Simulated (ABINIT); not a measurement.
# CdS (Fm-3m) in ABINIT: a series of runs

One crystal, CdS, is run at these levels: BLYP, AM05, r2SCAN; tasks: single point.

Program: ABINIT 10.8.3 (patched build). These are calculated values, not measurements. Logs are shortened: lines on timing, memory, paths and dates and some standing lists are left out, and cuts for length are marked. The log counts tension as positive stress, the text compression.

## (1) The structure

The structure is cubic, space group Fm-3m (No. 225). The conventional cell has a = 5.506 Å, b = 5.506 Å, c = 5.506 Å, α = 90.00°, β = 90.00°, γ = 90.00°. Around Cd (site symmetry m-3m) lie 6 S at 2.75 Å. Around S (site symmetry m-3m) lie 6 Cd at 2.75 Å.

Measurements of this composition are mostly on another form, of space group No. 186.

## (2) Single point, BLYP

Contents of run.abi:

```
pp_dirpath "./"
pseudos "Cd.GGA_PBE-JTH.xml, S.GGA_PBE-JTH.xml"

acell 3*1.0 Angstrom
rprim
     0.0000000000     2.7532440000     2.7532440000
     2.7532440000     0.0000000000     2.7532440000
     2.7532440000     2.7532440000     0.0000000000
ntypat 2
znucl 48 16
natom 2
typat 1 2
xred
     0.0000000000     0.0000000000     0.0000000000
     0.5000000000     0.5000000000     0.5000000000

ecut 26.0
pawecutdg 48.0
pawxcdev 0

kptopt 1
ngkpt 8 8 8
nshiftk 1
shiftk 0.0 0.0 0.0

ixc -106131

nband 13
occopt 3
tsmear 0.05 eV

nstep 100
tolvrs 1.0e-9

iomode 3
prtwf 0
prtden 0
prteig 0
prtebands 0
enunit 2
```

Potentials or basis: JTH PAW PBE v2.0.

On the command line:

```
abinit run.abi > log 2>&1
```

run.abo:

```text
.Version 10.8.3 of ABINIT
 Symmetries : space group Fm -3 m (#225); Bravais cF (face-center cubic)
================================================================================
 Values of the parameters that define the memory need of the present run
     intxc =       0    ionmov =       0      iscf =      17    lmnmax =      18
     lnmax =       6     mgfft =      36  mpssoang =       3    mqgrid =    3001
     natom =       2  nloc_mem =       2    nspden =       1   nspinor =       1
    nsppol =       1      nsym =      48    n1xccc =       1    ntypat =       2
    occopt =       3   xclevel =       2
       mpw =        1812          nfft =       46656          nkpt =          29
 PAW method is used; the additional fine FFT grid is defined by:
   mgfftf=        48    nfftf =    110592
================================================================================
================================================================================

--------------------------------------------------------------------------------
------------- Echo of variables that govern the present computation ------------
--------------------------------------------------------------------------------
 -outvars: echo values of preprocessed input variables --------
            acell      1.8897261259E+00  1.8897261259E+00  1.8897261259E+00 Bohr
              amu      1.12411000E+02  3.20660000E+01
             ecut      2.60000000E+01 Hartree
           enunit           2
              ixc     -106131
         kptrlatt        8    0    0      0    8    0      0    0    8
          kptrlen      5.88638351E+01
            natom           2
            nband          13
            ngfft          36      36      36
          ngfftdg          48      48      48
             nkpt          29
            nstep         100
             nsym          48
           ntypat           2
           occopt           3
        pawecutdg      4.80000000E+01 Hartree
         pawxcdev           0
           prtden           0
        prtebands           0
           prteig           0
            prtwf           0
            rprim      0.0000000000E+00  2.7532440000E+00  2.7532440000E+00
                       2.7532440000E+00  0.0000000000E+00  2.7532440000E+00
                       2.7532440000E+00  2.7532440000E+00  0.0000000000E+00
          spgroup         225
           tolvrs      1.00000000E-09
           tsmear      1.83746611E-03 Hartree
            typat      1  2
           useylm           1
           xangst      0.0000000000E+00  0.0000000000E+00  0.0000000000E+00
                       2.7532440000E+00  2.7532440000E+00  2.7532440000E+00
            xcart      0.0000000000E+00  0.0000000000E+00  0.0000000000E+00
                       5.2028771178E+00  5.2028771178E+00  5.2028771178E+00
             xred      0.0000000000E+00  0.0000000000E+00  0.0000000000E+00
                       5.0000000000E-01  5.0000000000E-01  5.0000000000E-01
            znucl       48.00000   16.00000

[... 137 lines left out ...]

 cartesian forces (eV/Angstrom) at end:
    1     -0.00000000000000    -0.00000000000000    -0.00000000000000
    2     -0.00000000000000    -0.00000000000000    -0.00000000000000
 frms,max,avg= 0.0000000E+00 0.0000000E+00   0.000E+00  0.000E+00  0.000E+00 e/A
 length scales=  1.889726125908  1.889726125908  1.889726125908 bohr
              =  1.000000000000  1.000000000000  1.000000000000 angstroms
 Fermi (or HOMO) energy (hartree) =   0.21929   Average Vxc (hartree)=  -0.34721
 Eigenvalues (hartree) for nkpt=  29  k points:
 kpt#   1, nband= 13, wtk=  0.00195, kpt=  0.0000  0.0000  0.0000 (reduced coord)
  -0.25090   -0.06740   -0.06740   -0.06732   -0.06732   -0.06732    0.18725    0.18725
   0.18725    0.24242    0.55939    0.55939    0.55982
      occupation numbers for kpt#   1
   2.00000    2.00000    2.00000    2.00000    2.00000    2.00000    2.00000    2.00000
   2.00000    0.00001    0.00000    0.00000    0.00000
 prteigrs : prtvol=0 or 1, do not print more k-points.

 Fermi (or HOMO) energy (eV) =   5.96723   Average Vxc (eV)=  -9.44818
 Eigenvalues (   eV  ) for nkpt=  29  k points:
 kpt#   1, nband= 13, wtk=  0.00195, kpt=  0.0000  0.0000  0.0000 (reduced coord)
  -6.82744   -1.83400   -1.83400   -1.83175   -1.83175   -1.83175    5.09522    5.09522
   5.09522    6.59669   15.22180   15.22180   15.23357
 prteigrs : prtvol=0 or 1, do not print more k-points.

--- !EnergyTerms
iteration_state     : {dtset: 1, }
comment             : Components of total free energy in Hartree
kinetic             :  1.74095970555513E+01
hartree             :  1.12284692069344E+01
xc                  : -6.80329315331734E+00
Ewald energy        : -4.71948830676040E+01
psp_core            :  1.85754086692732E+00
local_psp           : -3.73247163701762E+01
PAW spherical_terms :  3.02599687845791E+00
internal            : -5.78012885832266E+01
'-kT*entropy'       : -7.02670362506258E-05
total_energy        : -5.78013588502628E+01
total_energy_eV     : -1.57285510121705E+03
...

--- !EnergyTermsDC
iteration_state     : {dtset: 1, }
comment             : '"Double-counting" decomposition of free energy'
band_energy         : -2.84165411776793E-01
Ewald energy        : -4.71948830676040E+01
psp_core            :  1.85754086692732E+00
xc_dc               : -1.04937693547356E+01
PAW spherical_terms : -1.68601054418366E+00
internal            : -5.78012875113728E+01
'-kT*entropy'       : -7.02670362506258E-05
total_energy_dc     : -5.78013577784090E+01
total_energy_dc_eV  : -1.57285507205043E+03
...

--- !EnergyTermsWithPAWCore
iteration_state     : {dtset: 1, }
comment             : 'Components of total free energy, including PAW core contributions'
Total energy        : -5.99464840320914E+03
Total energy DC     : -5.99464840213728E+03
Total energy (eV)   : -1.63122693108577E+05
Total energy DC (eV): -1.63122693079410E+05
...

 Cartesian components of stress tensor (hartree/bohr^3)
  sigma(1 1)= -1.35975445E-04  sigma(3 2)=  0.00000000E+00
  sigma(2 2)= -1.35975445E-04  sigma(3 1)=  0.00000000E+00
  sigma(3 3)= -1.35975445E-04  sigma(2 1)=  0.00000000E+00

-Cartesian components of stress tensor (GPa)         [Pressure=  4.0005E+00 GPa]
- sigma(1 1)= -4.00053570E+00  sigma(3 2)=  0.00000000E+00
- sigma(2 2)= -4.00053570E+00  sigma(3 1)=  0.00000000E+00
- sigma(3 3)= -4.00053570E+00  sigma(2 1)=  0.00000000E+00

== END DATASET(S) ==============================================================
================================================================================

 -outvars: echo values of variables after computation  --------
            acell      1.8897261259E+00  1.8897261259E+00  1.8897261259E+00 Bohr
           etotal     -5.7801357778E+01
            fcart     -0.0000000000E+00 -0.0000000000E+00 -0.0000000000E+00
                      -0.0000000000E+00 -0.0000000000E+00 -0.0000000000E+00
            rprim      0.0000000000E+00  2.7532440000E+00  2.7532440000E+00
                       2.7532440000E+00  0.0000000000E+00  2.7532440000E+00
                       2.7532440000E+00  2.7532440000E+00  0.0000000000E+00
           strten     -1.3597544477E-04 -1.3597544477E-04 -1.3597544477E-04
                       0.0000000000E+00  0.0000000000E+00  0.0000000000E+00
           xangst      0.0000000000E+00  0.0000000000E+00  0.0000000000E+00
                       2.7532440000E+00  2.7532440000E+00  2.7532440000E+00
             xred      0.0000000000E+00  0.0000000000E+00  0.0000000000E+00
                       5.0000000000E-01  5.0000000000E-01  5.0000000000E-01
 Calculation completed.
```

It took 32 s on 1 thread of Arm Neoverse V1, shared host; peak memory 0.13 GiB.

What came out:

```yaml
Free_energy: -1572.8551 eV
Pressure: 4.0 GPa
Band_gap_on_the_k_mesh: 0.13 eV, indirect (least direct gap 1.50 eV)
Valence_electrons_inside_the_program's_atomic_spheres: Cd 10.34; S 3.59
```

Levels at points of the mesh, in eV from the valence-band top:
```
           k point  band 5  band 6  band 7  band 8  band 9  band 10  band 11  band 12  band 13
(0.00, 0.00, 0.00)   -7.65   -7.65   -0.73   -0.73   -0.73     0.78     9.40     9.40     9.41
(0.50, 0.00, 0.00)   -7.47   -7.47   -4.73    0.00    0.00     3.72     5.95     5.95     6.40
(0.50, 0.50, 0.00)   -7.40   -6.76   -4.00   -2.03   -2.03     0.13     6.41     9.81    11.06
```

Caveat: the PAW data sets were made with another functional, which shifts forces and pressure a little.

## (3) Single point, AM05

run.abi, as its differences from that of step 2:

```diff
@@ -25,3 +25,3 @@
 
-ixc -106131
+ixc -120135
```

Potentials or basis: JTH PAW PBE v2.0.

On the command line:

```
abinit run.abi > log 2>&1
```

run.abo:

```text
.Version 10.8.3 of ABINIT
 Symmetries : space group Fm -3 m (#225); Bravais cF (face-center cubic)
================================================================================
 Values of the parameters that define the memory need of the present run
     intxc =       0    ionmov =       0      iscf =      17    lmnmax =      18
     lnmax =       6     mgfft =      36  mpssoang =       3    mqgrid =    3001
     natom =       2  nloc_mem =       2    nspden =       1   nspinor =       1
    nsppol =       1      nsym =      48    n1xccc =       1    ntypat =       2
    occopt =       3   xclevel =       2
       mpw =        1812          nfft =       46656          nkpt =          29
 PAW method is used; the additional fine FFT grid is defined by:
   mgfftf=        48    nfftf =    110592
================================================================================
================================================================================

--------------------------------------------------------------------------------
[... 274 lines left out ...]
- sigma(2 2)=  4.15407572E+00  sigma(3 1)=  0.00000000E+00
- sigma(3 3)=  4.15407572E+00  sigma(2 1)=  0.00000000E+00

== END DATASET(S) ==============================================================
================================================================================

 -outvars: echo values of variables after computation  --------
            acell      1.8897261259E+00  1.8897261259E+00  1.8897261259E+00 Bohr
           etotal     -5.7874102875E+01
            fcart     -0.0000000000E+00 -0.0000000000E+00 -0.0000000000E+00
                      -0.0000000000E+00 -0.0000000000E+00 -0.0000000000E+00
            rprim      0.0000000000E+00  2.7532440000E+00  2.7532440000E+00
                       2.7532440000E+00  0.0000000000E+00  2.7532440000E+00
                       2.7532440000E+00  2.7532440000E+00  0.0000000000E+00
           strten      1.4119416400E-04  1.4119416400E-04  1.4119416400E-04
                       0.0000000000E+00  0.0000000000E+00  0.0000000000E+00
           xangst      0.0000000000E+00  0.0000000000E+00  0.0000000000E+00
                       2.7532440000E+00  2.7532440000E+00  2.7532440000E+00
             xred      0.0000000000E+00  0.0000000000E+00  0.0000000000E+00
                       5.0000000000E-01  5.0000000000E-01  5.0000000000E-01
 Calculation completed.
```

It took 91 s on 1 thread of Arm Neoverse V1, shared host; peak memory 0.13 GiB.

Results:

| Property | Result |
| --- | --- |
| Free energy | -1574.8346 eV |
| Pressure | -4.2 GPa |
| Band gap on the k mesh | 0.15 eV, indirect (least direct gap 1.49 eV) |
| Valence electrons inside the program's atomic spheres | Cd 10.32; S 3.53 |

Caveat: the PAW data sets were made with another functional, which shifts forces and pressure a little. A k mesh can miss the band edges.

## (4) Single point, r2SCAN

run.abi, as its differences from that of step 3:

```diff
@@ -18,3 +18,2 @@
 pawecutdg 48.0
-pawxcdev 0
 
@@ -25,3 +24,5 @@
 
-ixc -120135
+ixc -497498
+usekden 1
+pawxcdev 0
 
@@ -32,3 +33,3 @@
 nstep 100
-tolvrs 1.0e-9
+tolvrs 1.0e-7
```

On the command line:

```
abinit run.abi > log 2>&1
```

It took 2.8 min on 1 thread of Arm Neoverse V1, shared host; peak memory 0.17 GiB.

Results (log left out):

* Free energy: -1007.0466 eV
* Pressure: -2.5 GPa
* Band gap on the k mesh: 0.73 eV, indirect (least direct gap 2.17 eV)
* Valence electrons inside the program's atomic spheres: Cd 10.30; S 3.57

Levels at points of the mesh, in eV from the valence-band top:
```tsv
k point	band 7	band 8	band 9	band 10	band 11	band 12
(0.00, 0.00, 0.00)	-0.74	-0.74	-0.74	1.43	9.69	9.69
(0.50, 0.00, 0.00)	-4.78	0.00	0.00	4.04	6.44	6.44
(0.50, 0.50, 0.00)	-4.16	-2.10	-2.10	0.73	6.46	10.52
```

Caveat: totals of a meta-GGA on PAW files have another zero than those of a GGA; the PAW data sets were made with another functional, which shifts forces and pressure a little.

## (5) Overview

| level | gap on the mesh (eV) | pressure (GPa) |
| --- | --- | --- |
| BLYP | 0.13 | 4.0 |
| AM05 | 0.15 | -4.2 |
| r2SCAN | 0.73 | -2.5 |

Alike in all rows: task single point; potentials or basis JTH PAW PBE v2.0; no spin polarisation; cell as given; k mesh 8 × 8 × 8; cutoff (eV) 707; smearing fermi-dirac 0.05 eV.

On the cell as given the gap runs from 0.13 eV (BLYP) to 0.73 eV (r2SCAN). The pressure there spans -4.2 GPa (AM05) to 4.0 GPa (BLYP); a positive pressure means that this level wants a larger cell, a negative one a smaller.

Caveats: the PAW data sets were made with another functional, which shifts forces and pressure a little; totals of a meta-GGA on PAW files have another zero than those of a GGA (some runs).

Total energies depend on the potentials used, so only differences within one code and one set of settings carry meaning.
